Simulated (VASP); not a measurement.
# Sb in VASP: a series of runs

One slab, Sb, is run at these levels: PBE; tasks: single point.

Program: VASP 6.6.1. These are calculated values, not measurements. Logs are shortened: lines on timing, memory, paths and dates and some standing lists are left out, and cuts for length are marked.

## Step 1: The slab as given

The cell holds a slab with vacuum, 8 atoms: a = 4.301 Å, b = 4.493 Å, c = 15.516 Å, α = 90.00°, β = 90.00°, γ = 90.00°.

The slab is cut from a database's or a generator's crystal, which needn't be the stable form of the element.

## Step 2: Single point, PBE

INCAR

```
PREC = Accurate
ENCUT = 460
EDIFF = 1E-7
ISMEAR = 1
SIGMA = 0.1
LREAL = False
LASPH = True
NELM = 120
ALGO = Normal
ISIF = 2
LWAVE = False
LCHARG = False
LDIPOL = True
IDIPOL = 3
DIPOL = 0.5 0.5 0.500
GGA = PE
NBANDS = 36
LVHAR = True
LVACPOTAV = True
```

KPOINTS

```
Automatic mesh
0
Gamma
  10 9 1
```

POSCAR

```
Sb
1.0
    4.3012006640      0.0000000000      0.0000000000
    0.0000000000      4.4926953733      0.0000000000
    0.0000000000      0.0000000000     15.5157280909
Sb
8
Direct
    0.5000000000      0.0284878556      0.1933521896
    0.0000000000      0.5966576973      0.2064446218
    0.0000000000      0.5702030399      0.3934199191
    0.5000000000      0.1383728816      0.4065123514
    0.5000000000      0.1119182242      0.5934876486
    0.0000000000      0.6800880658      0.6065800809
    0.0000000000      0.6536334085      0.7935553782
    0.5000000000      0.2218032501      0.8066478104
```

Potentials or basis: VASP PAW PBE potentials, release 64 (Sb).

Started as:

```bash
cat potpaw_PBE.64/Sb/POTCAR > POTCAR
mpirun -np 1 vasp_std > vasp.out
```

OUTCAR:

```text
PREC = Accurate
   ENCUT = 460
   EDIFF = 1E-7
   ISMEAR = 1
   LREAL = False
   LASPH = True
   NELM = 120
   ISIF = 2
   GGA = PE

 Found     30 irreducible k-points:

 Following reciprocal coordinates:
            Coordinates               Weight
  0.000000  0.000000  0.000000      1.000000
  0.100000  0.000000  0.000000      2.000000
  0.200000  0.000000  0.000000      2.000000
  0.300000  0.000000  0.000000      2.000000
  0.400000  0.000000  0.000000      2.000000
  0.500000  0.000000  0.000000      1.000000
   k-points           NKPTS =     30   k-points in BZ     NKDIM =     30   number of bands    NBANDS=     36
   number of dos      NEDOS =    301   number of ions     NIONS =      8
   total plane-waves  NPLWV = 107520
   dimension x,y,z NGX =    30 NGY =   32 NGZ =  112
   dimension x,y,z NGXF=    60 NGYF=   64 NGZF=  224
   ions per type =               8
   NGX,Y,Z   is equivalent  to a cutoff of  11.60, 11.84, 12.00 a.u.
   NGXF,Y,Z  is equivalent  to a cutoff of  23.19, 23.68, 24.00 a.u.
 SYSTEM =  unknown system
   PREC   = accura    normal or accurate (medium, high low for compatibility)
   ISTART =      0    job   : 0-new  1-cont  2-samecut
   ICHARG =      2    charge: 1-file 2-atom 10-const
   ISPIN  =      1    spin polarized calculation?
   LNONCOLLINEAR =      F non collinear calculations
   LSORBIT =      F    spin-orbit coupling
   LASPH  =      T    aspherical Exc in radial PAW
   ENCUT  =  460.0 eV  33.81 Ry    5.81 a.u.   7.52  7.86 27.13*2*pi/ulx,y,z
   NELM   =    120;   NELMIN=  2; NELMDL= -5     # of ELM steps
   EDIFF  = 0.1E-06   stopping-criterion for ELM
   LREAL  =      F    real-space projection
   EDIFFG = 0.1E-05   stopping-criterion for IOM
   NSW    =      0    number of steps for IOM
   IBRION =     -1    ionic relax: 0-MD 1-quasi-New 2-CG
   NFREE  =      0    steps in history (QN), initial steepest desc. (CG)
   ISIF   =      2    stress and relaxation
   ISYM   =      2    0-nonsym 1-usesym 2-fastsym
   POTIM  = 0.5000    time-step for ionic-motion
   TEBEG  =    0.0;   TEEND  =   0.0 temperature during run
   PSTRESS=    0.0 pullay stress
   NELECT =      40.0000    total number of electrons
   NUPDOWN=      -1.0000    fix difference up-down
   EMIN   =  10.00;   EMAX   =-10.00  energy-range for DOS
   EFERMI =   0.00;   METHOD = LEGACY
   ISMEAR =     1;   SIGMA  =   0.10  broadening in eV -4-tet -1-fermi 0-gaus
   EFERMI_NEDOS =   21; number of points for ismear=-14 and -15
   IALGO  =     38    algorithm
   IMIX   =      4    mixing-type and parameters
     AMIX     =   0.40;   BMIX     =  1.00
     AMIX_MAG =   1.60;   BMIX_MAG =  1.00
  volume/ion in A,a.u.               =      37.48       252.92
  Fermi-wavevector in a.u.,A,eV,Ry     =   0.836511  1.580777  9.520696  0.699751
  Thomas-Fermi vector in A             =   1.950248
   LORBIT       =      0    0 simple, 1 ext, 2 COOP (PROOUT), +10 PAW based schemes
   GGA     = PE    functional components
   LHFCALC =     F    Hartree Fock is set to
   AEXX    =    0.0000 exact exchange contribution
   IVDW    =     0    specifies the selected vdW correction
   LEPSILON=     F    determine dielectric tensor
   LRPA    =     F    only Hartree local field effects (RPA)
 non-spin polarized calculation
 Methfessel and Paxton  Order N= 1 SIGMA  =   0.10
  energy-cutoff  :      460.00
  volume of cell :      299.83
 maximum number of plane-waves:      6772
   NGX = 15   NGY = 15   NGZ = 55

 number of electron      39.9999997 magnetization

 dipolmoment           0.000000      0.000000     -0.000000 electrons x Angstroem

 Free energy of the ion-electron system (eV)
  ---------------------------------------------------
  ext. energy  EPLUGINS =         0.00000000
  ---------------------------------------------------
  free energy    TOTEN  =       -32.19762981 eV

  energy without entropy =      -32.19915495  energy(sigma->0) =      -32.19813819

 E-fermi :   4.7499     XC(G=0):  -8.2270

 val. band max:        4.7029431557   @ k =   0.0000   0.3333   0.0000
 cond. band min:       4.7767809690   @ k =   0.0000   0.4444   0.0000
 fundamental gap:      0.0738378133
 Fermi energy:         4.7499322678

 k-point     1 :       0.0000    0.0000    0.0000
  band No.  band energies     occupation
      1      -7.5758      2.00000
      2      -6.9787      2.00000
      3      -6.2107      2.00000
      4      -5.5831      2.00000
      5      -2.6487      2.00000
      6      -1.8393      2.00000
[... 24 lines left out ...]
     31       9.3674      0.00000
     32       9.6154      0.00000

 k-point     2 :       0.1000    0.0000    0.0000
  band No.  band energies     occupation
      1      -7.5002      2.00000
      2      -6.9031      2.00000
      3      -6.1348      2.00000
      4      -5.5050      2.00000
      5      -2.8588      2.00000
      6      -2.0845      2.00000
[... 24 lines left out ...]
     31       8.9791      0.00000
     32       9.2939      0.00000

 k-point     3 :       0.2000    0.0000    0.0000
  band No.  band energies     occupation
      1      -7.2745      2.00000
      2      -6.6782      2.00000
      3      -5.9096      2.00000
      4      -5.2717      2.00000
      5      -3.4194      2.00000
      6      -2.7059      2.00000
[... 24 lines left out ...]
     31       8.6299      0.00000
     32       8.9589      0.00000

 k-point     4 :       0.3000    0.0000    0.0000
  band No.  band energies     occupation
      1      -6.9031      2.00000
      2      -6.3104      2.00000
      3      -5.5482      2.00000
      4      -4.8867      2.00000
      5      -4.1547      2.00000
      6      -3.4918      2.00000
[... 24 lines left out ...]
     31       7.6872      0.00000
     32       9.2686      0.00000

 k-point     5 :       0.4000    0.0000    0.0000
  band No.  band energies     occupation
      1      -6.3955      2.00000
      2      -5.8210      2.00000
      3      -5.2311      2.00000
      4      -4.7406      2.00000
      5      -4.4007      2.00000
      6      -4.2315      2.00000
[... 24 lines left out ...]
     31       7.3789      0.00000
     32       8.6641      0.00000

 k-point     6 :       0.5000    0.0000    0.0000
  band No.  band energies     occupation
      1      -5.7856      2.00000
      2      -5.7647      2.00000
      3      -5.4157      2.00000
      4      -4.8032      2.00000
      5      -4.3594      2.00000
      6      -4.1831      2.00000
[... 24 lines left out ...]
     31       7.8886      0.00000
     32       8.0658      0.00000

 [... further k-points ...]

 [bands above 32 left out]

------------------------ aborting loop because EDIFF is reached ----------------------------------------

  FORCE on cell =-STRESS in cart. coord.  units (eV):
  Direction    XX          YY          ZZ          XY          YZ          ZX
  --------------------------------------------------------------------------------------
  -------------------------------------------------------------------------------------
  Total        2.1954171      2.8445470      0.3361444      0.0000000     -0.7282354      0.0000000
  in kB       11.7316416     15.2003946      1.7962535      0.0000000     -3.8914688      0.0000000
  external PRESSURE =       9.5760966 kB  Pullay stress =       0.0000000 kB

 VOLUME and BASIS-vectors are now :
 -----------------------------------------------------------------------------
  energy-cutoff  :      460.00
  volume of cell :      299.83
      direct lattice vectors                 reciprocal lattice vectors
     4.301200664  0.000000000  0.000000000     0.232493222  0.000000000  0.000000000
     0.000000000  4.492695373  0.000000000     0.000000000  0.222583531  0.000000000
     0.000000000  0.000000000 15.515728091     0.000000000  0.000000000  0.064450730

 POSITION                                       TOTAL-FORCE (eV/Angst)
 -----------------------------------------------------------------------------------
      2.15060      0.12799      3.00000         0.000000     -0.066037      0.303289
      0.00000      2.68060      3.20314         0.000000      0.133197     -0.099581
      0.00000      2.56175      6.10420         0.000000      0.151143      0.226287
      2.15060      0.62167      6.30734         0.000000     -0.180628     -1.009107
      2.15060      0.50281      9.20839         0.000000      0.180628      1.009107
      0.00000      3.05543      9.41153         0.000000     -0.151143     -0.226287
      0.00000      2.93658     12.31259         0.000000     -0.133197      0.099581
      2.15060      0.99649     12.51573         0.000000      0.066037     -0.303289
 -----------------------------------------------------------------------------------
    total drift:                                0.000000      0.000000      0.000000

  FREE ENERGIE OF THE ION-ELECTRON SYSTEM (eV)
  ---------------------------------------------------
  free  energy   TOTEN  =       -32.1976298138 eV

  energy  without entropy=      -32.1991549544  energy(sigma->0) =      -32.19813819
```

It took 3.7 min on 1 thread of Intel Xeon Platinum 8488C (Sapphire Rapids), shared host; peak memory 0.41 GiB.

The run converged, but some of its settings lie outside the range that counts as converged, so its numbers aren't taken as properties of the slab.

What came out:

* Free energy: -32.1976 eV
* Largest force: 1.025 eV/Å
* Band gap on the k mesh: none (metal or under the smearing width)

## Step 3: Single point, PBE

This run uses another cell than the first one, of 51.97 Å³/atom, 1.387 times its volume.

INCAR: that of step 2 with these lines changed.

```diff
@@ -1,3 +1,3 @@
 PREC = Accurate
-ENCUT = 460
+ENCUT = 340
 EDIFF = 1E-7
```

KPOINTS is that of step 2.

POSCAR

```
Sb
1.0
    4.3012006640      0.0000000000      0.0000000000
    0.0000000000      4.4926953733      0.0000000000
    0.0000000000      0.0000000000     21.5157280909
Sb
8
Direct
    0.5000000000      0.0284878556      0.2788657662
    0.0000000000      0.5966576973      0.2883071673
    0.0000000000      0.5702030399      0.4231414551
    0.5000000000      0.1383728816      0.4325828561
    0.5000000000      0.1119182242      0.5674171439
    0.0000000000      0.6800880658      0.5768585449
    0.0000000000      0.6536334085      0.7116928327
    0.5000000000      0.2218032501      0.7211342338
```

Potentials or basis: VASP PAW PBE potentials, release 64 (Sb).

Started as:

```bash
cat potpaw_PBE.64/Sb/POTCAR > POTCAR
mpirun -np 1 vasp_std > vasp.out
```

Wall time 4.4 min (1 thread of Intel Xeon Platinum 8488C (Sapphire Rapids), shared host); peak memory 0.38 GiB.

These settings aren't checked as converged: the numbers below hold their error.

Results:

```yaml
Free_energy: -32.1905 eV
Largest_force: 1.016 eV/Å
Band_gap_on_the_k_mesh: none (metal or under the smearing width)
Work_function_of_the_upper_face: 4.37 eV
Work_function_of_the_lower_face: 4.37 eV
```
